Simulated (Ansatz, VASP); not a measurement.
AlH in VASP and in Ansatz

INCAR

```
ALGO     = Normal         # electronic algorithm
EDIFF    = 1E-6           # SCF threshold, eV
ENCUT    = 520            # plane-wave cutoff, eV
GGA      = PE             # functional
ISIF     = 2              # what is computed and relaxed
ISMEAR   = 0              # smearing method
LASPH    = T              # aspherical terms in the spheres
LCHARG   = F              # write CHGCAR
LREAL    = F              # projectors in reciprocal space
LWAVE    = F              # write WAVECAR
NBANDS   = 12             # bands
NELM     = 100            # most SCF steps
PREC     = Accurate       # precision mode
SIGMA    = 0.1            # smearing width, eV
```

KPOINTS

```
k-points
0
Gamma
  6 6 4
```

The input POSCAR:

```
AlH
1.0
    2.8948104320      0.0000000000      0.0000000000
   -1.3527654559      2.6062839257      0.0000000000
   -0.1741331518     -1.5410381181      5.3413285488
Al H
2 2
Direct
    0.5000000000      0.0000000000      0.5000000000
    0.0000000000      0.0000000000      0.0000000000
    0.2817895302      0.5579665448      0.8455116824
    0.7182104698      0.4420334552      0.1544883176
```

Input for Ansatz:

```yaml
crystal:
  lattice:
    - [2.894810432, 0.0, 0.0]
    - [-1.3527654559, 2.6062839257, 0.0]
    - [-0.1741331518, -1.5410381181, 5.3413285488]
  atoms:
    - { symbol: Al, position: [0.5, 0.0, 0.5] }
    - { symbol: Al, position: [0.0, 0.0, 0.0] }
    - { symbol: H, position: [0.2817895302, 0.5579665448, 0.8455116824] }
    - { symbol: H, position: [0.7182104698, 0.4420334552, 0.1544883176] }
basis:
  ecutwfc: 420
kpoints:
  mp_grid: { grid: [6, 6, 4] }
hamiltonian:
  xc: pbe
scf:
  occupations: { method: gaussian, width: 0.1 }
  lower_state_search: "off"
output:
  forces: true
  stress: true
  eigenvalues: true
```

Change from the starting cell: the structure that the rattled cell fell into.

Alike in both runs: task single point; functional PBE; k mesh 6 × 6 × 4; occupations gaussian, width 0.1 eV; no spin polarisation.

|  | VASP | Ansatz |
| --- | --- | --- |
| version | VASP 6.6.1 | Ansatz 0.2.0 |
| potentials or method | VASP PAW PBE potentials, release 64 (Al, H) | scalar-relativistic, plane waves, PAW |
| plane-wave cutoff (eV) | 520 | 420 |
| valence electrons in the cell | 8 | 8 |

VASP gave:

| Property | Result |
| --- | --- |
| gap on the k mesh at the Fermi level (eV) | none |
| pressure (GPa) | -0.4 |
| largest component of the traceless stress (GPa) | 1.58 |
| rms of the force components (eV/Å) | 0.040 |

Problem. Which values does Ansatz return?

Solution. gap on the k mesh at the Fermi level (eV): none; pressure (GPa): -0.3; largest component of the traceless stress (GPa): 1.57; rms of the force components (eV/Å): 0.040.

Atom by atom the forces differ by 0.000 eV/Å (rms over components). A gap of «none» marks a metal or a gap that the smearing closes. The functional is the same, so the differences come from potentials, cutoffs and numerics.

Caveats: the k mesh is coarse (spacing up to 0.42 Å⁻¹), so the values aren't converged.
